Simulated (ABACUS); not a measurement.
Crystal: Tl.

```
Tl
1.0
     3.45600    0.00000    0.00000
    -1.72800    2.99298    0.00000
     0.00000    0.00000    5.52500
Tl
2
Cartesian
  1.7280 0.9977 4.1438
  0.0000 1.9953 1.3813
```

- Program: ABACUS 3.10.1
- Task: single point
- Functional: PBE
- Potentials or basis: PseudoDojo NC SR 0.4.1 PBE standard
- Cutoff: 830 eV
- Density cutoff: 3320 eV
- Basis: plane waves
- k mesh: 9 × 9 × 5
- Occupations: fermi-dirac, width 0.05 eV
- Spin: no spin polarisation

On this cell: pressure 3.3 GPa; largest force under 0.003 eV/Å; band gap on the k mesh none (metal or under the smearing width).

The same run follows on a disturbed copy (atoms moved at random, drawn with an rms of 0.05 Å):

```xyz
2
Lattice="3.4560 0.0000 0.0000 -1.7280 2.9930 0.0000 0.0000 0.0000 5.5250" Properties=species:S:1:pos:R:3 pbc="T T T"
Tl    1.7545    0.9567    4.0954
Tl   -0.0081    1.9836    1.3419
```

Problem. What does the disturbed cell give?

Solution. The energy (extrapolated to zero smearing) moves by +0.2 meV/atom; pressure 3.3 GPa; largest force 0.025 eV/Å; band gap on the k mesh none (metal or under the smearing width).

Forces on the atoms (eV/Å):
```
Tl  -0.008  0.008  0.022
Tl   0.008 -0.008 -0.022
```

Stress tensor (GPa, compression positive):
```
2.75 0.17 0.00
0.17 3.02 0.00
0.00 0.00 4.25
```
